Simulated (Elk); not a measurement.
# Optical response of AgI

Wanted: where AgI starts to absorb, how strongly, and its refractive index. The cell comes from an older database entry, whose edges can differ from later determinations, mostly by under a per cent.

Main program and level: Elk 11.2.3 (patched build); DFT, PBE, all-electron APW+lo, Dirac cores, scalar-relativistic bands, independent-particle optical response without local fields.

The database entry behind the starting cell differs from later determinations by our own check (about 0.3 % short), so it need not match the best structure at ambient conditions.

### 1. Starting point

It takes space group F-43m (No. 216, cubic). The conventional cell has a = 6.473 Å, b = 6.473 Å, c = 6.473 Å, α = 90.00°, β = 90.00°, γ = 90.00°. Nearest to I lie 4 Ag at 2.80 Å. Nearest to Ag lie 4 I at 2.80 Å. Farther neighbours and most contacts between anions are not listed.

### 2. Ground state

The self-consistent density comes first; it also tells whether there is a gap, which decides the occupations and the need for a Drude term.

This step: DFT, PBE, all-electron APW+lo, Dirac cores, scalar-relativistic bands, ground state (Elk 11.2.3 (patched build)).

Input file elk.in:

```
tasks
  0
  120

xctype
  20

nempty
  14

lorbcnd
  .true.

rgkmax
  7.0

swidth
  0.0018375

maxscl
  100

epsengy
  1e-05

sppath
  './'

avec
  0.000000000000 6.116098602351 6.116098602351
  6.116098602351 0.000000000000 6.116098602351
  6.116098602351 6.116098602351 0.000000000000

atoms
  2
  'I.in'
  1
  0.750000000000 0.750000000000 0.750000000000   0.000 0.000 0.000
  'Ag.in'
  1
  0.000000000000 0.000000000000 0.000000000000   0.000 0.000 0.000

ngridk
  9 9 9
```

Run with:

```
$ OMP_NUM_THREADS=4 elk
```

Numbers of over 12 decimals in the logs are rounded to 6 here.

What it wrote:

```text
┌─────────────────────────┐
│ Elk code version 11.2.3 │
└─────────────────────────┘

All units are atomic (Hartree, Bohr, etc.)

┌─────────────────────────────────────────────────┐
│ Ground-state run starting from atomic densities │
└─────────────────────────────────────────────────┘

Lattice vectors :
   0.000000000       6.116098602       6.116098602
   6.116098602       0.000000000       6.116098602
   6.116098602       6.116098602       0.000000000

Reciprocal lattice vectors :
 -0.5136595823      0.5136595823      0.5136595823
  0.5136595823     -0.5136595823      0.5136595823
  0.5136595823      0.5136595823     -0.5136595823

Unit cell volume      :    457.5656677
Brillouin zone volume :   0.5421084468

Muffin-tin inner radius fraction :   0.1000000000E-01

Nuclei treated as point charges

Species : 1 (I)
 parameters loaded from : I.in
 name : iodine
 nuclear charge    :   -53.00000000
 electronic charge :    53.00000000
 atomic mass :    231332.6972
 muffin-tin radius :    2.600000000
 number of radial points in muffin-tin :   1193
 inner part over the whole radius :   0.9964907323E-02
 number on inner part of muffin-tin    :    851
 approximate nuclear radius :   0.9002358621E-04
 number of mesh points to nuclear radius :    431
 atomic positions (lattice), magnetic fields (Cartesian) :
  1 :   0.00000000  0.00000000  0.00000000    0.00000000  0.00000000  0.00000000

Species : 2 (Ag)
 parameters loaded from : Ag.in
 name : silver
 nuclear charge    :   -47.00000000
 electronic charge :    47.00000000
 atomic mass :    196631.6998
 muffin-tin radius :    2.600000000
 number of radial points in muffin-tin :   1193
 inner part over the whole radius :   0.9869554211E-02
 number on inner part of muffin-tin    :    849
 approximate nuclear radius :   0.8648227117E-04
 number of mesh points to nuclear radius :    425
 atomic positions (lattice), magnetic fields (Cartesian) :
  1 :   0.25000000  0.25000000  0.25000000    0.00000000  0.00000000  0.00000000

Total number of atoms per unit cell :    2
Total muffin-tin volume :    147.2443533
 ratio of muffin-tin to unit cell volume :   0.3217993911

Spin treatment :
 spin-unpolarised

Number of Bravais lattice symmetries :   48
Number of crystal symmetries         :   24
Crystal has no inversion symmetry
Complex Hermitian eigensolver will be used

k-point grid :      9     9     9
k-point offset :    0.000000000       0.000000000       0.000000000
k-point set is reduced with full crystal symmetry group
Total number of k-points :       55

Muffin-tin radius times maximum |G+k| :    7.000000000
 using average radius
Maximum |G+k| for APW functions       :    2.692307692
Maximum (1/2)|G+k|²                   :    3.624260355
Maximum |G| for potential and density :    12.00000000
Constant for pseudocharge density :    8
 order of it for each species :   15  15
 order of it for pair densities of each species (exact exchange by exxq0 0: 15) :   10  10
Radial integration step length :    1

G-vector grid sizes :     35    35    35
Number of G-vectors :    13371

Maximum angular momentum used for
 APW functions            :    8
 outer part of muffin-tin :    6
 inner part of muffin-tin :    2

Total nuclear charge    :   -100.0000000
Total core charge       :    64.00000000
Total valence charge    :    36.00000000
Total excess charge     :    0.000000000
Total electronic charge :    100.0000000

Effective Wigner radius, rₛ :    1.029883912

Number of empty states         :     28
Total number of valence states :     47
Total number of core states    :     64

Conduction state local-orbitals added automatically
Third-order local-orbitals added for an l without core states : F
Total number of local-orbitals :    131

Exchange-correlation functional :     20     0     0
 Perdew-Burke-Ernzerhof, Phys. Rev. Lett. 77, 3865 (1996)
 gradient requirement :    1
 generalised gradient approximation (GGA)

Smearing type :    3
 Fermi-Dirac
Smearing width :   0.1837500000E-02
Effective electronic temperature (K) :    580.2366081

Mixing type :    3
 Broyden mixing, J. Phys. A: Math. Gen. 17, L317 (1984)

Kohn-Sham potential initialised from atomic data

┌──────────────────────────────┐
│ Self-consistent loop started │
└──────────────────────────────┘

┌─────────────────┐
│ Loop number : 1 │
└─────────────────┘

Energies :
 Fermi                       :     0.17176544522432E-01
 sum of occupied eigenvalues :     -7538.7601881993
 electron kinetic            :      13107.047704847
 core electron kinetic       :      12723.144971150
 Coulomb                     :     -25212.791505525
 Coulomb potential           :     -20209.390195232
 nuclear-nuclear             :     -1103.7298711066
 electron-nuclear            :     -28030.168313083
 Hartree                     :      3921.1066786644
 Madelung                    :     -15108.096407909
 xc potential                :     -436.41769781435
 exchange                    :     -325.65237089663
 correlation                 :     -5.373964
 electron entropic           :    -0.65812883849208E-08
 total energy                :     -12436.770135553

Density of states at Fermi energy :   0.1571064363E-03
 (states/Hartree/unit cell)

Estimated indirect band gap :   0.3973523367E-01
 from k-point 1 to k-point 1
Estimated direct band gap   :   0.3973523367E-01
 at k-point 1

Charges :
 core                        :    64.00000000
 valence                     :    36.00000000
 interstitial                :    3.247714564
 muffin-tins (core leakage)
  species : 1 (I)
   atom 1                    :    50.94950601     (  0.2025954527E-03)
  species : 2 (Ag)
   atom 1                    :    45.80277942     ( -0.3322417292E-06)
 total in muffin-tins        :    96.75228544
 total calculated charge     :    99.99963146
 total charge                :    100.0000000
 error                       :   0.3685422350E-03

┌─────────────────┐
│ Loop number : 2 │
└─────────────────┘

Energies :
 Fermi                       :     0.17890291099848E-01
 sum of occupied eigenvalues :     -7538.7178612073
 electron kinetic            :      13107.059566035
 core electron kinetic       :      12723.104426629
 Coulomb                     :     -25212.850790774
 Coulomb potential           :     -20209.320725488
 nuclear-nuclear             :     -1103.7298711066
 electron-nuclear            :     -28030.355983419
 Hartree                     :      3921.2350637519
 Madelung                    :     -15108.190428030
 xc potential                :     -436.45670175457
 exchange                    :     -325.65710430541
 correlation                 :     -5.374028
 electron entropic           :    -0.61840016217711E-08
 total energy                :     -12436.822357070

Density of states at Fermi energy :   0.1468226724E-03
 (states/Hartree/unit cell)

Estimated indirect band gap :   0.3998365537E-01
 from k-point 1 to k-point 1
Estimated direct band gap   :   0.3998365537E-01
 at k-point 1

Charges :
 core                        :    64.00000000
 valence                     :    36.00000000
 interstitial                :    3.245257759
 muffin-tins (core leakage)
  species : 1 (I)
   atom 1                    :    50.94910878     (  0.2025628940E-03)
  species : 2 (Ag)
   atom 1                    :    45.80563347     ( -0.3322423261E-06)
 total in muffin-tins        :    96.75474224
 total calculated charge     :    99.99963150
 total charge                :    100.0000000
 error                       :   0.3685010636E-03

RMS change in Kohn-Sham potential (target) :   0.1089603109     (  0.1000000000E-05)
Absolute change in total energy (target)   :   0.5222151654E-01 (  0.1000000000E-04)

[... 13 loops left out ...]

┌──────────────────┐
│ Loop number : 16 │
└──────────────────┘

Energies :
 Fermi                       :     0.115058
 sum of occupied eigenvalues :     -7529.5336023851
 electron kinetic            :      13108.897413891
 core electron kinetic       :      12722.523670403
 Coulomb                     :     -25214.089518048
 Coulomb potential           :     -20206.214515497
 nuclear-nuclear             :     -1103.7298711066
 electron-nuclear            :     -28035.873209692
 Hartree                     :      3925.5135627504
 Madelung                    :     -15110.982260299
 xc potential                :     -432.21650077841
 exchange                    :     -325.80805854824
 correlation                 :     -5.375992
 electron entropic           :    -0.79327728302893E-09
 total energy                :     -12436.376154779

Density of states at Fermi energy :   0.1597196737E-04
 (states/Hartree/unit cell)

Estimated indirect band gap :   0.4819020895E-01
 from k-point 1 to k-point 1
Estimated direct band gap   :   0.4819020895E-01
 at k-point 1

Charges :
 core                        :    64.00000000
 valence                     :    36.00000000
 interstitial                :    3.131035239
 muffin-tins (core leakage)
  species : 1 (I)
   atom 1                    :    50.96176168     (  0.1999055777E-03)
  species : 2 (Ag)
   atom 1                    :    45.90720309     ( -0.3322589102E-06)
 total in muffin-tins        :    96.86896476
 total calculated charge     :    99.99963880
 total charge                :    100.0000000
 error                       :   0.3612049986E-03

RMS change in Kohn-Sham potential (target) :   0.1445027829E-07 (  0.1000000000E-05)
Absolute change in total energy (target)   :   0.5905398211E-05 (  0.1000000000E-04)

Convergence targets achieved

┌──────────────────┐
│ Loop number : 17 │
└──────────────────┘

Energies :
 Fermi                       :     0.115058
 sum of occupied eigenvalues :     -7529.5336036475
 electron kinetic            :      13108.897412482
 core electron kinetic       :      12722.523669232
 Coulomb                     :     -25214.089517995
 Coulomb potential           :     -20206.214515465
 nuclear-nuclear             :     -1103.7298711066
 electron-nuclear            :     -28035.873209627
 Hartree                     :      3925.5135627390
 Madelung                    :     -15110.982260262
 xc potential                :     -432.21650066444
 exchange                    :     -325.80805854439
 correlation                 :     -5.375992
 electron entropic           :    -0.79327754928721E-09
 total energy                :     -12436.376156131

Density of states at Fermi energy :   0.1597197307E-04
 (states/Hartree/unit cell)

Estimated indirect band gap :   0.4819020763E-01
 from k-point 1 to k-point 1
Estimated direct band gap   :   0.4819020763E-01
 at k-point 1

Charges :
 core                        :    64.00000000
 valence                     :    36.00000000
 interstitial                :    3.131035247
 muffin-tins (core leakage)
  species : 1 (I)
   atom 1                    :    50.96176168     (  0.1999055798E-03)
  species : 2 (Ag)
   atom 1                    :    45.90720308     ( -0.3322608286E-06)
 total in muffin-tins        :    96.86896475
 total calculated charge     :    99.99963879
 total charge                :    100.0000000
 error                       :   0.3612050117E-03

┌──────────────────────────────┐
│ Self-consistent loop stopped │
└──────────────────────────────┘

Warning : core states of species 1 leak from the muffin-tin :   0.1999055798E-03

Wrote STATE.OUT
```

It took 16 s on 4 threads of Arm Neoverse V2, shared host; peak memory 0.12 GiB.

This step gave:

| Item | Value |
| --- | --- |
| total energy | -12436 Ha |
| Fermi energy | 3.131 eV |
| DOS at the Fermi level | 5.87e-7 states/eV/cell |
| gap on the k-mesh | 1.311 eV |
| direct gap on the mesh | 1.311 eV |

There is a gap, 1.31 eV on this mesh (points off the mesh can give less), so no carriers' term is needed.

[end of part 1 of 2]

[Machine, clock and banner lines and Python warnings are left out of the logs.]

[Logs are printed without paths, hosts, clocks, repeated set-up lines and the standing remarks that a program may print on its own settings, such as how far it seeks lower states.]

[Hosts, paths, dates, database ids (printed as entryN), source tags and the programs' standing remarks are cut or masked in the printed files.]
